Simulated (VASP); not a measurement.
# F2CH2 in VASP: further runs, part 2 of 3

VASP 6.6.1.

### Step 3. Single point, BLYP+D3(BJ)

File INCAR:

```
SYSTEM = H2CF2
PREC     = Accurate       ! precision mode
ENCUT    = 520            ! plane-wave cutoff, eV
EDIFF    = 1E-6           ! SCF threshold, eV
ISMEAR   = 0              ! smearing method
SIGMA    = 0.01           ! smearing width, eV
LREAL    = .False.        ! projectors in reciprocal space
LASPH    = .True.         ! aspherical terms in the spheres
NELM     = 60             ! most SCF steps
ALGO     = Normal         ! electronic algorithm
ISIF     = 2              ! what is computed and relaxed
LWAVE    = .False.        ! write WAVECAR
LCHARG   = .False.        ! write CHGCAR
GGA      = B5             ! functional
ALDAX    = 1.0          
AGGAX    = 1.0          
AGGAC    = 1.0          
ALDAC    = 0.0          
IVDW     = 12             ! dispersion correction
VDW_S6   = 1.0          
VDW_S8   = 2.6996       
VDW_A1   = 0.4298       
VDW_A2   = 4.2359       
NBANDS   = 18             ! bands
```

File KPOINTS:

```
regular mesh
0
Gamma
  1 1 1
  0 0 0
```

File POSCAR:

```
H2CF2
1.0
   12.0000000000      0.0000000000      0.0000000000
    0.0000000000     11.0000000000      0.0000000000
    0.0000000000      0.0000000000     11.0000000000
F C H
2 1 2
Direct
    0.4109250000      0.5224136400      0.5664772700
    0.5912416700      0.4887409100      0.5678318200
    0.5012083300      0.5034954500      0.4955136400
    0.4884750000      0.4202227300      0.4430409100
    0.5141416700      0.5835954500      0.4383500000
```

Potentials or basis: VASP PAW PBE potentials, release 64 (F, C, H).

The run is started by

```
> cat potpaw_PBE.64/F/POTCAR potpaw_PBE.64/C/POTCAR potpaw_PBE.64/H/POTCAR > POTCAR
> mpirun -np 1 vasp_gam > vasp.out
```

OUTCAR:

```text
SYSTEM = H2CF2
   PREC = Accurate
   ENCUT = 520
   EDIFF = 1E-6
   ISMEAR = 0
   LREAL = .False.
   LASPH = .True.
   NELM = 60
   ISIF = 2
   GGA = B5
   IVDW = 12
 IVDW          = 12

 ion  position               nearest neighbor table
   1  0.411  0.522  0.566-   3 1.35
   2  0.591  0.489  0.568-   3 1.35
   3  0.501  0.503  0.496-   4 1.09   5 1.09   1 1.35   2 1.35
   4  0.488  0.420  0.443-   3 1.09
   5  0.514  0.584  0.438-   3 1.09

  LATTYP: Found a simple tetragonal cell.
 ALAT       =    11.0000000000
 C/A-ratio  =     1.0909090909

  Lattice vectors:

 A1 = (   0.0000000000,  11.0000000000,   0.0000000000)
 A2 = (   0.0000000000,   0.0000000000,  11.0000000000)
 A3 = (  12.0000000000,   0.0000000000,   0.0000000000)

Analysis of symmetry for initial positions (statically):
=====================================================================
 Subroutine PRICEL returns:
 Original cell was already a primitive cell.

 Routine SETGRP: Setting up the symmetry group for a
 simple tetragonal supercell.

 Subroutine GETGRP returns: Found  1 space group operations
 (whereof  1 operations were pure point group operations)
 out of a pool of 16 trial point group operations.

The static configuration has the point symmetry C_1 .

Analysis of symmetry for dynamics (positions and initial velocities):
=====================================================================
 Subroutine PRICEL returns:
 Original cell was already a primitive cell.

 Routine SETGRP: Setting up the symmetry group for a
 simple tetragonal supercell.

 Subroutine GETGRP returns: Found  1 space group operations
 (whereof  1 operations were pure point group operations)
 out of a pool of 16 trial point group operations.

The dynamic configuration has the point symmetry C_1 .

 Subroutine INISYM returns: Found  1 space group operations
 (whereof  1 operations are pure point group operations),
 and found     1 'primitive' translations

----------------------------------------------------------------------------------------

                                     Primitive cell

  volume of cell :    1452.0000

  direct lattice vectors                    reciprocal lattice vectors
    12.000000000  0.000000000  0.000000000     0.083333333  0.000000000  0.000000000
     0.000000000 11.000000000  0.000000000     0.000000000  0.090909091  0.000000000
     0.000000000  0.000000000 11.000000000     0.000000000  0.000000000  0.090909091

  length of vectors
    12.000000000 11.000000000 11.000000000     0.083333333  0.090909091  0.090909091

  position of ions in fractional coordinates (direct lattice)
     0.410925000  0.522413640  0.566477270
     0.591241670  0.488740910  0.567831820
     0.501208330  0.503495450  0.495513640
     0.488475000  0.420222730  0.443040910
     0.514141670  0.583595450  0.438350000

  ion indices of the primitive-cell ions
   primitive index   ion index
                 1           1
                 2           2
                 3           3
                 4           4
                 5           5

----------------------------------------------------------------------------------------

 KPOINTS: regular mesh

Automatic generation of k-mesh.
 Grid dimensions read from file:
 generate k-points for:    1    1    1

 Generating k-lattice:

  Cartesian coordinates                     Fractional coordinates (reciprocal lattice)
     0.083333333  0.000000000  0.000000000     1.000000000  0.000000000  0.000000000
     0.000000000  0.090909091  0.000000000     0.000000000  1.000000000  0.000000000
     0.000000000  0.000000000  0.090909091     0.000000000  0.000000000  1.000000000

  Length of vectors
     0.083333333  0.090909091  0.090909091

  Shift w.r.t. Gamma in fractional coordinates (k-lattice)
     0.000000000  0.000000000  0.000000000

 Subroutine IBZKPT returns following result:
 ===========================================

 Found      1 irreducible k-points:

 Following reciprocal coordinates:
            Coordinates               Weight
  0.000000  0.000000  0.000000      1.000000
   k-points           NKPTS =      1   k-points in BZ     NKDIM =      1   number of bands    NBANDS=     18
   number of dos      NEDOS =    301   number of ions     NIONS =      5
   total plane-waves  NPLWV = 635040
   dimension x,y,z NGX =    90 NGY =   84 NGZ =   84
   dimension x,y,z NGXF=   180 NGYF=  168 NGZF=  168
   ions per type =               2   1   2
   NGX,Y,Z   is equivalent  to a cutoff of  12.47, 12.70, 12.70 a.u.
   NGXF,Y,Z  is equivalent  to a cutoff of  24.94, 25.39, 25.39 a.u.
 SYSTEM =  H2CF2
   PREC   = accura    normal or accurate (medium, high low for compatibility)
   ISTART =      0    job   : 0-new  1-cont  2-samecut
   ICHARG =      2    charge: 1-file 2-atom 10-const
   ISPIN  =      1    spin polarized calculation?
   LNONCOLLINEAR =      F non collinear calculations
   LSORBIT =      F    spin-orbit coupling
   LASPH  =      T    aspherical Exc in radial PAW
   ENCUT  =  520.0 eV  38.22 Ry    6.18 a.u.  22.31 20.45 20.45*2*pi/ulx,y,z
   NELM   =     60;   NELMIN=  2; NELMDL= -5     # of ELM steps
   EDIFF  = 0.1E-05   stopping-criterion for ELM
   LREAL  =      F    real-space projection
   EDIFFG = 0.1E-04   stopping-criterion for IOM
   NSW    =      0    number of steps for IOM
   IBRION =     -1    ionic relax: 0-MD 1-quasi-New 2-CG
   NFREE  =      0    steps in history (QN), initial steepest desc. (CG)
   ISIF   =      2    stress and relaxation
   ISYM   =      2    0-nonsym 1-usesym 2-fastsym
   POTIM  = 0.5000    time-step for ionic-motion
   TEBEG  =    0.0;   TEEND  =   0.0 temperature during run
   PSTRESS=    0.0 pullay stress
   NELECT =      20.0000    total number of electrons
   NUPDOWN=      -1.0000    fix difference up-down
   EMIN   =  10.00;   EMAX   =-10.00  energy-range for DOS
   EFERMI =   0.00;   METHOD = LEGACY
   ISMEAR =     0;   SIGMA  =   0.01  broadening in eV -4-tet -1-fermi 0-gaus
   EFERMI_NEDOS =   21; number of points for ismear=-14 and -15
   IALGO  =     38    algorithm
   IMIX   =      4    mixing-type and parameters
     AMIX     =   0.40;   BMIX     =  1.00
     AMIX_MAG =   1.60;   BMIX_MAG =  1.00
  volume/ion in A,a.u.               =     290.40      1959.72
  Fermi-wavevector in a.u.,A,eV,Ry     =   0.392430  0.741586  2.095319  0.154002
  Thomas-Fermi vector in A             =   1.335781
   LORBIT       =      0    0 simple, 1 ext, 2 COOP (PROOUT), +10 PAW based schemes
   GGA     = B5    functional components
   LHFCALC =     F    Hartree Fock is set to
   AEXX    =    0.0000 exact exchange contribution
   IVDW    =    12    specifies the selected vdW correction
   LEPSILON=     F    determine dielectric tensor
   LRPA    =     F    only Hartree local field effects (RPA)
 non-spin polarized calculation
 Gauss-broadening in eV      SIGMA  =   0.01
  energy-cutoff  :      520.00
  volume of cell :     1452.00
 maximum number of plane-waves:     19579
 NGX is ok and might be reduce to    90
   NGX = 45   NGY = 41   NGZ = 41

 number of electron      19.9999999 magnetization

 Free energy of the ion-electron system (eV)
  ---------------------------------------------------
  ext. energy  EPLUGINS =         0.00000000
  ---------------------------------------------------
  free energy    TOTEN  =       -23.63414764 eV

  energy without entropy =      -23.63414764  energy(sigma->0) =      -23.63414764

 E-fermi :  -7.8579     XC(G=0):  -0.5362

 val. band max:       -7.9727260561   @ k =   0.0000   0.0000   0.0000
 cond. band min:      -0.3850069251   @ k =   0.0000   0.0000   0.0000
 fundamental gap:      7.5877191310
 Fermi energy:        -7.8579473911

 k-point     1 :       0.0000    0.0000    0.0000
  band No.  band energies     occupation
      1     -31.3979      2.00000
      2     -29.8684      2.00000
      3     -17.2320      2.00000
      4     -13.3130      2.00000
      5     -13.2500      2.00000
      6     -13.2211      2.00000
[... 10 lines left out ...]
     17       1.2028      0.00000
     18       1.5905      0.00000

------------------------ aborting loop because EDIFF is reached ----------------------------------------

 Edisp (eV)   -0.08075

 E8    (eV) :    -0.0460

  FORCE on cell =-STRESS in cart. coord.  units (eV):
  Direction    XX          YY          ZZ          XY          YZ          ZX
  --------------------------------------------------------------------------------------
  -------------------------------------------------------------------------------------
  Total       2.57716     0.17040     1.31357    -0.42509     0.03462     0.01561
  in kB       2.84371     0.18802     1.44943    -0.46905     0.03820     0.01722
  external pressure =        1.49 kB  Pullay stress =        0.00 kB

 VOLUME and BASIS-vectors are now :
 -----------------------------------------------------------------------------
  energy-cutoff  :      520.00
  volume of cell :     1452.00
      direct lattice vectors                 reciprocal lattice vectors
    12.000000000  0.000000000  0.000000000     0.083333333  0.000000000  0.000000000
     0.000000000 11.000000000  0.000000000     0.000000000  0.090909091  0.000000000
     0.000000000  0.000000000 11.000000000     0.000000000  0.000000000  0.090909091

 POSITION                                       TOTAL-FORCE (eV/Angst)
 -----------------------------------------------------------------------------------
      4.93110      5.74655      6.23125        -1.259291      0.239862      0.844750
      7.09490      5.37615      6.24615         1.256192     -0.190053      0.862901
      6.01450      5.53845      5.45065         0.003768     -0.040302     -1.487306
      5.86170      4.62245      4.87345        -0.023762     -0.140232     -0.106966
      6.16970      6.41955      4.82185         0.023093      0.130724     -0.113379
 -----------------------------------------------------------------------------------
    total drift:                                0.000326      0.000684      0.001764

  FREE ENERGIE OF THE ION-ELECTRON SYSTEM (eV)
  ---------------------------------------------------
  free  energy   TOTEN  =       -23.7148983378 eV

  energy  without entropy=      -23.7148983378  energy(sigma->0) =      -23.71489834
```

Run time: 2.5 min. Hardware: 1 thread of AMD EPYC 9R45 (Zen 5), shared host; peak memory 1 GiB.

Results:

* Free energy: -23.7149 eV
* Largest force: 1.536 eV/Å
* Gap between the frontier levels: 7.59 eV
* Dispersion energy per atom: -0.016 eV

Forces on the atoms (eV/Å):
```
F   -1.259  0.240  0.845
F    1.256 -0.190  0.863
C    0.004 -0.040 -1.487
H   -0.024 -0.140 -0.107
H    0.023  0.131 -0.113
```

Caveat: the PAW data sets were made with another functional, which shifts forces and pressure a little.

(Part 2 of 3 ends here.)
